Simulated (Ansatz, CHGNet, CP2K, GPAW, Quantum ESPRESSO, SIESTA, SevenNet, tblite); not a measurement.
**C(111) slab, H on the bottom face (80 atoms) in tblite**

Wanted: tblite inputs and outputs for C(111) slab, H on the bottom face (80 atoms), checked against a plane-wave reference.

Program: tblite 0.8.0. Level of theory: the method is named at each step. Results are calculated unless marked as measured.

### 1. Starting point

The cell holds 80 atoms: 64 C and 16 H. Cell: a = 10.089 Å, b = 10.089 Å, c = 15.664 Å, α = 90.0°, β = 90.0°, γ = 120.0°. It derives from C (diamond-structure). Diamond-structure C (a = 3.567 Å), (111) slab of 4 atomic planes, 4 x 4 surface cells, H on the broken bonds of the bottom face, 12 Å of vacuum; displaced by a Gaussian of 0.02 Å. Then every atom was moved at random, 0.05 Å r.m.s. a Cartesian component (hydrogen 0.6 of that). Regions: slab, 64 atoms (64 C); hydrogen, 16 atoms (16 H). Vacuum lies along c.

The yardstick, on the same geometry:

```
method                 : Kohn-Sham DFT, PBE, PAW, plane waves (Ansatz 0.2.0); cutoff 420 eV, Γ point, fermi-dirac smearing of 0.05 eV; PAW set soft_2
r.m.s. force component : 2.002 eV/Å
longest force          : 7.43 eV/Å
SCF cycles             : 17
time                   : 8.8 s on 6 threads of Intel Xeon at 2.30GHz, shared host
CPU time               : 39 s
```

### 2. GFN2-xTB

Method: GFN2-xTB tight binding, diagonalisation.

Input file run.py:

```python
import numpy as np
from ase.io import read
from tblite.ase import TBLite

atoms = read("structure.xyz")
atoms.calc = TBLite(method="GFN2-xTB", electronic_temperature=580, accuracy=1.0, max_iterations=250, mixer_damping=0.1, verbosity=1)
energy = atoms.get_potential_energy()
forces = atoms.get_forces()
print(f"energy {energy:.6f} eV")
print("forces (eV/A)")
for i, (a, f) in enumerate(zip(atoms, forces)):
    print(f"{i:4d} {a.symbol:2s} {f[0]:10.5f} {f[1]:10.5f} {f[2]:10.5f}")
print("charges (e)")
print(np.array2string(atoms.get_charges(), precision=4, suppress_small=True, max_line_width=110, threshold=100000))
```

Input file structure.xyz:

```xyz
80
Lattice="10.08900 0.00000 0.00000 -5.04450 8.73733 0.00000 0.00000 0.00000 15.66426" Properties=species:S:1:pos:R:3 pbc="T T T"
C -1.27959 8.03939 7.61471
C 2.52538 0.00821 7.09560
C -2.45849 7.31280 9.71325
C -1.20937 7.99273 9.17550
C 0.04091 5.81443 7.61252
C -1.24604 6.56689 7.12426
C -1.26299 5.02982 9.62866
C -0.11163 5.87262 9.17503
C 1.26350 7.98251 7.58824
C -0.00953 8.71697 7.08103
C -0.15658 7.27313 9.69633
C 1.23298 8.00794 9.16453
C 1.25442 3.62608 7.60688
C -0.03809 4.40597 7.07586
C -0.04888 2.90245 9.69273
C 1.31732 3.59681 9.04266
C 2.54646 5.84877 7.58996
C 1.27883 6.56672 7.10531
C 1.32862 5.11239 9.60877
C 2.62511 5.85480 9.25178
C 3.78353 7.99876 7.60766
C 2.50308 8.73628 7.08338
C 2.51014 7.23835 9.65999
C 3.82166 7.96591 9.09357
C 2.56276 1.42200 7.54876
C 1.24604 2.19036 7.07774
C 1.27056 0.73629 9.61880
C 2.50757 1.45241 9.02982
C 3.79331 3.64897 7.61675
C 2.55161 4.35503 7.07680
C 2.59307 2.89415 9.63493
C 3.78252 3.71607 9.10971
C 5.04889 5.85008 7.58620
C 3.79821 6.57204 7.09763
C 3.75069 5.19260 9.65561
C 4.99441 5.85969 9.02230
C -3.79200 8.02952 7.60625
C 10.07916 0.01581 7.09011
C 5.07860 7.22315 9.69461
C -3.81672 7.94459 9.17722
C 5.04849 1.42847 7.59247
C 3.77949 2.18529 7.07680
C 3.85935 0.75351 9.71826
C 5.05121 1.46411 9.09263
C 6.29730 3.61699 7.57586
C 5.05651 4.40187 7.08134
C 5.12632 2.85816 9.65341
C 6.24489 3.65483 9.16735
C -2.54248 5.82579 7.60061
C 6.25664 6.55606 7.12661
C 6.23788 5.16367 9.65200
C -2.57683 5.83234 9.22249
C 7.57563 1.45319 7.60343
C 6.31440 2.22225 7.06771
C 6.26330 0.76058 9.58167
C 7.64161 1.42453 9.26384
[... 20 atom lines left out ...]
H -3.76279 6.54234 5.99236
H 6.32525 2.17638 5.98469
H 7.54803 4.33310 6.00348
H -1.25099 2.18494 6.00129
```

Started as:

```bash
$ OMP_NUM_THREADS=1 python run.py > output.txt
```

What it wrote:

```text
------------------------------------------------------------
  cycle        total energy    energy error   density error
------------------------------------------------------------
      1     -143.8365523989  -1.4559168E+02   9.3947408E-02
      2     -144.4963800285  -6.5982763E-01   7.8851604E-02
      3     -144.4919955582   4.3844703E-03   7.7749933E-02
      4     -144.6999937026  -2.0799814E-01   6.2282065E-02
      5     -144.2775978704   4.2239583E-01   7.3667945E-02
      6     -144.3897122651  -1.1211439E-01   6.1305506E-02
      7     -144.4305205503  -4.0808285E-02   5.4839942E-02
      8     -144.7018779899  -2.7135744E-01   2.7634384E-02
      9     -144.7322773024  -3.0399313E-02   1.9453566E-02
     10     -144.7507502266  -1.8472924E-02   1.5496811E-02
     11     -144.7569221566  -6.1719300E-03   1.4033541E-02
     12     -144.7638724408  -6.9502843E-03   1.0583442E-02
     13     -144.7724732149  -8.6007740E-03   6.1835327E-03
     14     -144.7723195914   1.5362346E-04   6.3624922E-03
     15     -144.7751750027  -2.8554113E-03   3.8488630E-03
     16     -144.7755786770  -4.0367430E-04   3.1826450E-03
     17     -144.7763329213  -7.5424431E-04   1.9885896E-03
     18     -144.7767167373  -3.8381600E-04   8.6446757E-04
     19     -144.7766185221   9.8215250E-05   1.1880605E-03
     20     -144.7767181677  -9.9645602E-05   6.2095212E-04
     21     -144.7767404207  -2.2252995E-05   3.5640814E-04
     22     -144.7767454794  -5.0587113E-06   2.4604473E-04
     23     -144.7767473978  -1.9183799E-06   1.9842574E-04
     24     -144.7767512342  -3.8364150E-06   7.3693310E-05
     25     -144.7767509005   3.3371646E-07   8.4861841E-05
     26     -144.7767511894  -2.8890142E-07   6.6858071E-05
     27     -144.7767514812  -2.9184162E-07   3.2069386E-05
     28     -144.7767515633  -8.2128821E-08   1.1155655E-05
------------------------------------------------------------
 total:                                   3.227 sec
energy -3939.576074 eV
forces (eV/A)
   0 C     0.86036   -0.94361   -0.56841
   1 C    -0.39808   -1.01089    0.88786
   2 C    -2.37766   -1.17097   -4.09488
   3 C    -4.01513    2.99640    1.99906
   4 C    -1.63161    1.21691   -0.19940
   5 C    -0.89363   -0.20985   -0.53151
   6 C    -1.00639    2.43899   -2.84806
   7 C     3.27156   -2.19128    2.49401
   8 C    -0.77729    1.24209    0.50973
   9 C     0.39329    0.55962    0.90280
  10 C     6.06340   -1.24107   -2.75810
  11 C    -0.01410   -0.49519    2.80218
  12 C     0.28369    0.40190   -2.73619
  13 C     1.86200   -1.22213    2.15939
  14 C     3.60370   -0.94300   -4.34505
  15 C    -1.25388    1.79338    7.25946
  16 C     0.06155   -0.94404    0.22003
  17 C     0.07639   -1.17789    0.81306
  18 C    -1.88539   -0.84991   -3.19664
  19 C    -6.02238    0.24754   -0.10534
  20 C     0.16834    0.97005   -1.34211
  21 C     0.70084   -0.02309    2.11548
  22 C     0.39399    3.12446   -3.48810
  23 C    -1.45314    1.06578    6.08179
[...]
72 H     0.01372    0.10072   -0.42864
  73 H    -0.14281    0.03419    0.42642
  74 H     0.20378    0.32311    0.15918
  75 H    -0.11187    0.30369    0.56097
  76 H    -0.24817    0.13514    0.85755
  77 H     0.00948    0.08817   -0.26389
  78 H     0.07887    0.30800    0.15060
  79 H    -0.05116   -0.01536    0.47679
charges (e)
[ 0.0326 -0.0156 -0.0589  0.0408  0.0337 -0.0237 -0.0444  0.0256  0.0292 -0.0232 -0.0489  0.0029  0.0284
 -0.0258 -0.0823  0.0051  0.0353 -0.0161 -0.0623  0.0614  0.0288 -0.0264 -0.0467  0.0038  0.0329 -0.0262
 -0.0328  0.0076  0.0352 -0.0309 -0.0475  0.0104  0.0352 -0.0187 -0.0478  0.0186  0.0315 -0.0224 -0.0587
  0.0228  0.0244 -0.0224 -0.0881  0.039   0.0316 -0.0244 -0.0527  0.0162  0.0277 -0.0119 -0.0522  0.0229
  0.0305 -0.0245 -0.0248  0.033   0.0373 -0.0204 -0.0393  0.0519  0.0342 -0.0234 -0.0678  0.0154  0.026
  0.0102  0.0206  0.0314  0.0298  0.0286  0.014   0.0288  0.0228  0.0127  0.0125  0.0106  0.0087  0.0273
  0.0249  0.0166]
```

Wall time 3.6 s (1 thread of Intel Xeon at 2.30GHz, shared host); peak memory 0.13 GiB.

Banners, paths, timers and routine set-up lines are dropped from the logs unmarked, and long logs keep their key lines alone; longer cuts are marked.

Numbers from this run, and their distance from the reference:

| Item | Value |
| --- | --- |
| r.m.s. force component | 2.004 eV/Å |
| r.m.s. difference of force components | 548.1 meV/Å |
| longest difference of force vectors | 2555 meV/Å |
| force difference over r.m.s. force | 27.37 % |
| slope of forces against the reference's | 0.9636 |
| correlation of force components | 0.9626 |

Length of the force difference by element (eV/Å):

| element | atoms | mean | most |
| --- | --- | --- | --- |
| C | 64 | 0.89 | 2.6 |
| H | 16 | 0.38 | 0.47 |

A closer look about C61, picked at random: 9 atoms, nearest first, numbered in the order of the input, with positions taken from that point.

| atom | x | y | z | distance (Å) | bonds | Mulliken charge (e) | Fx | Fy | Fz (eV/Å) |
| --- | --- | --- | --- | --- | --- | --- | --- | --- | --- |
| C61 | 0.00 | 0.00 | 0.00 | 0.00 | 4 | 0.03 | -1.80 | 0.05 | -1.59 |
| C64 | -0.03 | -0.04 | 1.47 | 1.48 | 4 | 0.02 | -0.79 | 0.98 | 5.99 |
| C26 | 1.21 | 0.73 | -0.53 | 1.51 | 4 | -0.03 | 1.27 | -0.37 | 0.69 |
| C38 | -0.05 | -1.44 | -0.52 | 1.54 | 4 | -0.02 | 0.49 | -0.35 | 0.36 |
| C62 | -1.30 | 0.74 | -0.49 | 1.58 | 4 | -0.02 | 0.65 | -0.04 | 0.00 |
| H71 | 1.21 | 0.75 | -1.61 | 2.14 | 1 | 0.01 | -0.10 | -0.09 | -0.75 |
| H80 | -1.29 | 0.72 | -1.61 | 2.19 | 1 | 0.02 | -0.05 | -0.02 | 0.48 |
| H74 | -0.01 | -1.46 | -1.63 | 2.19 | 1 | 0.01 | -0.14 | 0.03 | 0.43 |
| C27 | 1.23 | -0.72 | 2.01 | 2.46 | 3 | -0.03 | -0.05 | -0.83 | -4.13 |

Atoms are counted from 1 here, from 0 in the log.

Forces lie 27 % from the reference's, at 0.093 times its CPU time (on 1 against 6 cores).

### 3. GFN1-xTB

Method: GFN1-xTB tight binding, diagonalisation.

run.py, as its differences from that of step 2:

```diff
@@ -5,3 +5,3 @@
 atoms = read("structure.xyz")
-atoms.calc = TBLite(method="GFN2-xTB", electronic_temperature=580, accuracy=1.0, max_iterations=250, mixer_damping=0.1, verbosity=1)
+atoms.calc = TBLite(method="GFN1-xTB", electronic_temperature=580, accuracy=1.0, max_iterations=250, mixer_damping=0.1, verbosity=1)
 energy = atoms.get_potential_energy()
```

structure.xyz is that of step 2.

What it wrote:

```text
------------------------------------------------------------
  cycle        total energy    energy error   density error
------------------------------------------------------------
      1     -142.7734313809  -1.4419389E+02   7.9649458E-01
      2     -143.1764391099  -4.0300773E-01   7.1726781E-01
      3     -140.8734314886   2.3030076E+00   5.0627650E-01
      4     -141.0770326131  -2.0360112E-01   2.5195726E-01
      5     -141.3215064685  -2.4447386E-01   2.1487042E-01
      6     -142.8524573677  -1.5309509E+00   1.0827086E-01
      7     -143.1094306729  -2.5697331E-01   7.7897883E-02
      8     -143.3480638139  -2.3863314E-01   3.2552909E-02
      9     -143.3580281955  -9.9643816E-03   2.6442961E-02
     10     -143.3812665528  -2.3238357E-02   1.2918310E-02
     11     -143.3844996996  -3.2331468E-03   8.8843592E-03
     12     -143.3852625412  -7.6284162E-04   6.2658242E-03
[...]
21     -143.3867841396   1.7612811E-06   3.2666767E-04
     22     -143.3867875773  -3.4377318E-06   7.6198832E-05
     23     -143.3867869247   6.5260815E-07   1.6681495E-04
     24     -143.3867876965  -7.7174192E-07   4.0012162E-05
     25     -143.3867877463  -4.9864127E-08   1.0903516E-05
------------------------------------------------------------
 total:                                   1.751 sec
energy -3901.753232 eV
forces (eV/A)
   0 C     0.88365   -1.01197   -0.58232
   1 C    -0.39687   -1.03597    0.73456
   2 C    -2.46425   -1.19221   -4.02080
   3 C    -4.07363    3.12497    2.16992
   4 C    -1.68352    1.25274   -0.21729
   5 C    -0.90664   -0.20867   -0.83488
   6 C    -1.03703    2.47084   -2.77097
   7 C     3.31115   -2.25782    2.60538
   8 C    -0.76615    1.27486    0.48440
   9 C     0.38803    0.56658    0.73224
  10 C     6.22347   -1.23801   -2.59229
  11 C    -0.08133   -0.49291    2.90011
[...]
75 H    -0.10446    0.29770    0.59056
  76 H    -0.25381    0.12977    0.93927
  77 H     0.01880    0.09367   -0.30698
  78 H     0.07747    0.29560    0.15360
  79 H    -0.06420   -0.00709    0.50090
charges (e)
[ 0.0457 -0.0325 -0.0706  0.0408  0.0461 -0.0408 -0.0524  0.0283  0.0401 -0.0406 -0.0729  0.0027  0.0393
 -0.0433 -0.0993 -0.0013  0.0568 -0.0312 -0.0535  0.0655  0.0376 -0.0421 -0.0575  0.0038  0.0439 -0.0449
 -0.0232 -0.      0.047  -0.0492 -0.0517  0.0103  0.0422 -0.0365 -0.0689  0.0146  0.0448 -0.0392 -0.0785
  0.0239  0.0358 -0.0393 -0.0984  0.0345  0.0445 -0.0415 -0.0653  0.017   0.0417 -0.0283 -0.0606  0.0252
  0.0473 -0.0418 -0.0199  0.0398  0.0539 -0.0384 -0.0349  0.0502  0.045  -0.0413 -0.0958  0.0131  0.0383
  0.0278  0.0355  0.0422  0.0406  0.0391  0.0301  0.0395  0.0363  0.0288  0.0295  0.028   0.0268  0.0402
  0.0385  0.0332]
```

Wall time 2.3 s (1 thread); peak memory 0.13 GiB.

Against the reference:

* r.m.s. force component: 2.033 eV/Å
* r.m.s. difference of force components: 553.4 meV/Å
* longest difference of force vectors: 2464 meV/Å
* force difference over r.m.s. force: 27.64 %
* slope of forces against the reference's: 0.9775
* correlation of force components: 0.9625

Against the first run (27 %), the force difference from the reference is 28 %, at 0.62 times the CPU time.

### 4. The ladder

Differences are against the plane-wave reference, forces as r.m.s. over components; share is that over the reference's r.m.s. force, slope the least-squares factor from reference forces to these. Total energies of different programs have different zeros and aren't compared.

| run | Δ force, r.m.s. (meV/Å) | share (%) | slope | cores | CPU time | memory (GiB) |
| --- | --- | --- | --- | --- | --- | --- |
| reference | - | - | - | 6 | 39 s | 1.3 |
| tblite GFN2-xTB | 548 | 27.4 | 0.964 | 1 | 3.6 s | 0.13 |
| tblite GFN1-xTB | 553 | 27.6 | 0.978 | 1 | 2.3 s | 0.13 |

CPU time is summed over cores on a shared host, where runs went side by side, so it is rough. Symmetry, cutoffs, thresholds, outputs and thread counts weren't matched or tuned between programs; memory under MPI is the largest rank's times the ranks.

Mean charges by element (e), by run and scheme:

| run | scheme | C | H |
| --- | --- | --- | --- |
| reference | Löwdin | -0.01 | +0.16 |
| tblite GFN2-xTB | Mulliken | -0.01 | +0.02 |
| tblite GFN1-xTB | Mulliken | -0.01 | +0.03 |

The reference's Löwdin charges lack the electrons that the projection spills, 0.024 e an atom on average.

### 5. Outcome

| Item | Value |
| --- | --- |
| nearest in forces | tblite GFN2-xTB, 27 % |
| its CPU time | 3.6 s |

**Reading.** Tight binding differs by 27 % (tblite GFN2-xTB) to 28 % (tblite GFN1-xTB); it is another model, with fitted parameters of its own, and the xTB methods hold dispersion. Of the electronic-structure runs that take under half the reference's CPU time, tblite GFN2-xTB is among the nearest, at 27 % in 3.6 s against 39 s. Charges hang on model, scheme and program or settings: among these rows the mean for H runs from +0.02 to +0.16 e. Periodic xTB results under one method name differ between programs and library versions. The runs have no spin polarisation, so any moments at edges, vacancies or dangling bonds can't form. The electronic-structure runs sample only Γ, in a cell whose shortest periodic width is 9 Å, which is coarse for a cell with partly filled levels.

[Also dropped from logs without a mark: logging warnings of Python, and SIESTA's first energy breakdown and zero terms.]

[Logs are printed without paths, hosts, clocks, repeated set-up lines and the standing remarks that a program may print on its own settings, such as how far it seeks lower states.]

[Hosts, paths, dates, database ids (printed as entryN), source tags and the programs' standing remarks are cut or masked in the printed files.]
